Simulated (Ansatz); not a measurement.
A plane-wave DFT run in Ansatz 0.2.0 (scalar-relativistic PAW potentials unless the input names others): input and command.

```yaml
crystal:
  lattice:
    - [0.0, 2.6207517324, 2.6207517324]
    - [2.6207517324, 0.0, 2.6207517324]
    - [2.6207517324, 2.6207517324, 0.0]
  atoms:
    - { symbol: Si, position: [0.75, 0.75, 0.75] }
    - { symbol: Si, position: [0.5, 0.5, 0.5] }
basis:
  ecutwfc: 420
kpoints:
  mp_grid: { grid: [10, 10, 10] }
hamiltonian:
  xc: pbe
scf:
  occupations: { method: gaussian, width: 0.02 }
  mixing: { algorithm: anderson, beta: 0.001, ndim: 1 }
  max_iter: 80
output:
  forces: true
  eigenvalues: true
  stress: true
```

```bash
ansatz run input.yaml --threads 1 --pin off --max-ram 2560MiB --backend cpu --events-out ev --progress --plain --runs-dir out
```

Abridged log:
```
Pseudopotentials: kind: paw
Pseudopotential: Si, paw, valence charge 4, recommended cutoff 420 eV (normal)
Functional definition: PBE
Crystal: 2 atoms, lattice volume = 36.000 Å³
Basis set: ecut = 420 eV, 725 PW (Γ), exchange–correlation on 50×50×50 points (8 copies of the dense FFT grid, shifted against one another)
Bands: 8, of which v1, the nominal top of the filled ones, is band 4 counted from 1 (3 counted from 0)
Symmetry: 48 space group operations
Space group: Fd-3m (ITA 227), of the structure as read, at distance tolerance 3.3e-5 Å
k-points: 47 of 1000
Initial density: superposition of atomic densities (neutral atoms: chi_scale 0, normalization atom), corrected by the library's trained network
Initial wavefunctions: pseudopotential atomic-orbital guess
Functional: x = pbe(κ = 0.804, μ = 0.21951497), c = pbe(β = 0.06672455)
SCF iter   1: F=—  HF=-1271.414468 eV  |F-HF|=—  |Δ(HF+E_count)|=         —  Δρ=1.21e-3  dr2=7.52e-4  ethr=1.77e-3  ⟨swp⟩=6.1  Hψ=3425  notcnv=0
SCF iter   2: F=—  HF=-1271.414718 eV  |F-HF|=—  |Δ(HF+E_count)|=   2.49e-4  Δρ=1.26e-3  dr2=8.30e-4  ethr=9.40e-6  ⟨swp⟩=2.0  Hψ=954  notcnv=0
SCF iter   3: F=—  HF=-1271.414718 eV  |F-HF|=—  |Δ(HF+E_count)|=   7.42e-9  Δρ=1.26e-3  dr2=8.28e-4  ethr=9.40e-6  ⟨swp⟩=1.0  Hψ=376  notcnv=0
SCF iter   4: F=—  HF=-1271.414718 eV  |F-HF|=—  |Δ(HF+E_count)|=   7.20e-9  Δρ=1.26e-3  dr2=8.27e-4  ethr=9.40e-6  ⟨swp⟩=1.0  Hψ=376  notcnv=0
SCF iter   5: F=—  HF=-1271.414717 eV  |F-HF|=—  |Δ(HF+E_count)|=   6.39e-7  Δρ=1.25e-3  dr2=8.26e-4  ethr=9.40e-6  ⟨swp⟩=1.0  Hψ=376  notcnv=0
SCF iter   6: F=—  HF=-1271.414716 eV  |F-HF|=—  |Δ(HF+E_count)|=   9.84e-7  Δρ=1.25e-3  dr2=8.24e-4  ethr=9.40e-6  ⟨swp⟩=1.0  Hψ=376  notcnv=0
SCF iter   7: F=—  HF=-1271.414715 eV  |F-HF|=—  |Δ(HF+E_count)|=   1.27e-6  Δρ=1.25e-3  dr2=8.23e-4  ethr=9.40e-6  ⟨swp⟩=1.0  Hψ=376  notcnv=0
SCF iter   8: F=—  HF=-1271.414714 eV  |F-HF|=—  |Δ(HF+E_count)|=   6.78e-7  Δρ=1.25e-3  dr2=8.22e-4  ethr=9.40e-6  ⟨swp⟩=1.0  Hψ=376  notcnv=0
   ...
SCF iter  28: F=—  HF=-1271.414698 eV  |F-HF|=—  |Δ(HF+E_count)|=   3.69e-7  Δρ=1.23e-3  dr2=7.94e-4  ethr=9.40e-6  ⟨swp⟩=1.0  Hψ=376  notcnv=0
SCF iter  29: F=—  HF=-1271.414698 eV  |F-HF|=—  |Δ(HF+E_count)|=   4.07e-7  Δρ=1.23e-3  dr2=7.93e-4  ethr=9.40e-6  ⟨swp⟩=1.0  Hψ=376  notcnv=0
SCF iter  30: F=—  HF=-1271.414697 eV  |F-HF|=—  |Δ(HF+E_count)|=   9.34e-7  Δρ=1.23e-3  dr2=7.92e-4  ethr=9.40e-6  ⟨swp⟩=1.0  Hψ=376  notcnv=0
SCF iter  31: F=—  HF=-1271.414697 eV  |F-HF|=—  |Δ(HF+E_count)|=   4.59e-7  Δρ=1.23e-3  dr2=7.90e-4  ethr=9.40e-6  ⟨swp⟩=1.0  Hψ=376  notcnv=0
SCF iter  32: F=—  HF=-1271.414710 eV  |F-HF|=—  |Δ(HF+E_count)|=   1.36e-5  Δρ=1.22e-3  dr2=7.88e-4  ethr=9.40e-6  ⟨swp⟩=1.0  Hψ=940  notcnv=0
Mixer restart at iter 32: flushing history
iteration 32: the SCF's residuals had fallen too slowly under its mixing. It goes on by minimising its free energy, and can end on another state than longer mixing would; under `scf.algorithm: density_mixing` no SCF does so, but by `scf.convergence.dm_fallback`
SCF iter  33: F=—  HF=-1271.414608 eV  |F-HF|=—  |Δ(HF+E_count)|=   1.02e-4  Δρ=2.41e-4  dr2=2.69e-5  ethr=9.40e-6  ⟨swp⟩=2.1  Hψ=4562  notcnv=0
SCF iter  34: F=-1271.414597 eV  HF=-1271.414597 eV  |F-HF|=4.28e-8  |Δ(HF+E_count)|=   1.08e-5  Δρ=1.16e-5  dr2=2.94e-8  ethr=1.25e-9  ⟨swp⟩=5.0  Hψ=2280  notcnv=0
SCF iter  35: F=-1271.414597 eV  HF=-1271.414597 eV  |F-HF|=4.28e-8  |Δ(HF+E_count)|=  5.89e-11  Δρ=1.16e-5  dr2=2.94e-8  ethr=3.68e-10  ⟨swp⟩=2.2  Hψ=1507  notcnv=0
SCF 1 converged in 35 iterations: F = -1271.414597 eV  dr2 = 2.94e-8
SCF converged after 35 iterations
Free energy (F): -1271.414597 eV
Harris-Foulkes:  -1271.414597 eV  (|F-HF|=4.28e-8)
Internal energy: -1271.414597 eV  (E = F + TS)
E sigma→0 (E₀):  -1271.414597 eV
Fermi energy:    7.592145 eV
--- Forces (eV/Å), atoms counted from 1 ---
  atom   1  Si     0.00000000     0.00000000     0.00000000
  atom   2  Si     0.00000000     0.00000000     0.00000000
--- Stress (GPa, compression-positive) ---
       14.910817       0.000000       0.000000
        0.000000      14.910817       0.000000
        0.000000       0.000000      14.910817
  P = ⅓ Tr σ = 14.9108 GPa (149.108 kbar)
```

One setting here is unusual or wrong in general: mixing far too weak (scf.mixing: not typed → {"algorithm": "anderson", "beta": 0.001, "ndim": 1}). For this cell it did little harm to the result: the run converged in 35 SCF iterations (reference: 6) with an energy at zero smearing within 0.01 meV/atom of the reference's, pressure 14.91 GPa, largest force 0.000 eV/Å, gap on the mesh 0.38 eV. A reference run from the same start on usual settings converged with pressure 14.91 GPa, largest force 0.000 eV/Å, gap on the mesh 0.38 eV.

The run took 3 s on 1 thread of Arm Neoverse V2, on a shared host, peak memory 0.27 GiB.